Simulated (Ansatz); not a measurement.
**SiNi₃ (Pm-3m) under several functionals**

Plane-wave DFT in Ansatz with scalar-relativistic PAW potentials. The same structure was relaxed (cell and atoms, symmetry kept) in separate runs at each level. No spin polarisation.

Question: How do the levels PBE, PBE+D3(BJ), PBEsol, r2SCAN compare?

Answer:
| level | cutoff (eV) | k mesh | V (Å³/atom) | a (Å) | B0 (GPa) |
| --- | --- | --- | --- | --- | --- |
| PBEsol | 420 | 12×12×12 | 10.366 | 3.461 | 240 |
| r2SCAN | 500 | 12×12×12 | 10.396 | 3.465 | 240 |
| PBE+D3(BJ) | 420 | 12×12×12 | 10.404 | 3.465 | – |
| PBE | 420 | 12×12×12 | 10.776 | 3.506 | 213 |

The usual order of volumes, PBEsol < PBE, holds here (10.366, 10.776 Å³/atom). As a rule PBEsol, built on the gradient expansion of slowly varying densities, lies between LDA and PBE; PBE's stronger gradient term for exchange weakens bonds. Adding D3 to PBE changes the volume by -3.5 %; the term is attractive, so it pulls cells in. In metals the pairwise form ignores screening by the conduction electrons and often pulls in too far. r2SCAN lies 3.5 % under PBE in volume. B0 goes from 240.2 to 213.4 GPa as the volume grows by 4.0 %; on one curve with B' = 4.7 the volume alone, B ∝ V^(−B'), would give 199.9 GPa, and the rest of the difference is the functional's own stiffness.